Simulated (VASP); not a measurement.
Set up this calculation in VASP 6.6.1, as the native input.

- Task: single point
- Functional: PBE
- Potentials or basis: VASP PAW PBE potentials, release 54 (P)
- Cutoff: 520 eV
- k mesh: 8 × 8 × 6
- Occupations: gaussian, width 0.02 eV
- Spin: no spin polarisation
- Further INCAR settings: ALGO = Fast; EDIFF = 1e-07

The structure of P lies in POSCAR:

```
P
1.0
    1.6477431241     -5.4650377251      0.0000000000
    1.6477431241      5.4650377251      0.0000000000
    0.0000000000      0.0000000000      4.5436355900
P
4
Cartesian
    1.6477431241     -4.4173149036      2.6753615623
    1.6477431241      4.4173149036      1.8682740277
    1.6477431241     -1.0477228215      0.4035437673
    1.6477431241      1.0477228215      4.1400918227
```

The input as run:

INCAR

```
PREC = Accurate
ENCUT = 520
EDIFF = 1E-7
ISMEAR = 0
SIGMA = 0.02
LREAL = False
LASPH = True
NELM = 100
ALGO = Fast
ISIF = 2
LWAVE = False
LCHARG = False
GGA = PE
```

KPOINTS

```
regular mesh
0
Gamma
  8 8 6
```

Potentials or basis: VASP PAW PBE potentials, release 54 (P).

Run with:

```sh
$ cat potpaw_PBE.54/P/POTCAR > POTCAR
$ mpirun -np 1 vasp_std > vasp.out
```

It gave:

```yaml
Pressure: 1.7 GPa
Largest_force: 0.287 eV/Å
Band_gap_on_the_k_mesh: 0.11 eV, direct
```

Wall time 2.3 min on 1 thread of AMD EPYC 7R13 Processor (Zen 3), with other jobs on the host, peak memory 0.22 GiB.
